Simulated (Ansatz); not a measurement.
## WS₂: experiment and calculation

**What was measured.**

From “Random anion distribution in MSxSe2−x (M = Mo, W) crystals and nanosheets”, 2018, pmc:9078701, for a bulk crystal of WS2: lattice constant a 3.1532 ± 0.0004 Å; lattice constant c 12.323 ± 0.005 Å.

How close the calculation comes is told below.

Level of theory: DFT r2SCAN, scalar-relativistic, plane waves, PAW (Ansatz 0.2.0).

Settings: cutoff 500 eV, Γ-centred mesh 12×12×4 on the computed 6-atom cell, Gaussian smearing of 0.02 eV; no spin polarisation.

Relaxed structure, symmetry kept:

```
CELL_PARAMETERS angstrom
3.18193 0.00000 0.00000
-1.59096 2.75563 0.00000
0.00000 0.00000 13.06089
ATOMIC_POSITIONS crystal
W 0.33333 0.66667 0.25000
W 0.66667 0.33333 0.75000
S 0.33333 0.66667 0.63059
S 0.66667 0.33333 0.13059
S 0.33333 0.66667 0.86941
S 0.66667 0.33333 0.36941
```

```
Space group                                                                                                                                 : P6_3/mmc (No. 194)
Volume per atom                                                                                                                             : 19.09 Å³
Formation energy from the elements' standard states (uncorrected)                                                                           : -0.907 eV/atom
Generalised Kohn–Sham band gap                                                                                                              : 1.37 eV, indirect from Γ to (0.172, 0.172, 0.000)
Löwdin character of the top 1 eV of the valence band                                                                                        : W 5d 68 %, S 3p 27 %
Löwdin character of the lowest 1 eV of the conduction band                                                                                  : W 5d 63 %, S 3p 31 %
Electron masses at the edge by Cartesian direction of the standard setting (m_e; degenerate bands sorted by energy; no spin-orbit coupling) : x: 0.62; y: 0.59; z: 0.59
Hole masses at the edge by Cartesian direction of the standard setting (m_e; degenerate bands sorted by energy; no spin-orbit coupling)     : x: 0.78; y: 0.78; z: 0.71
Bader charges (e)                                                                                                                           : W (2 in the cell) 1.46, S (4 in the cell) -0.73
```

Spin-orbit coupling is left out, which matters for the bands of heavy elements. Each cell of WS2 holds layers, and where no dispersion correction was added their binding is poorly described.

A measured lattice constant a of WS2 is 3.1532 Å (quoted in the paper above); the calculated 3.182 Å misses it by +0.9 %. Measured lattice constant c of WS2: 12.323 Å (quoted in the paper above). This calculation gives 13.061 Å (+6.0 %). So large a difference can come from the functional (as between layers that it hardly binds), but also from another choice of axes, another phase or a misread value. 2 values of this kind are on record (12.32 to 12.323 Å); this one was drawn at random among those near their median, those with a stated uncertainty first. The calculation is for 0 K without zero-point motion.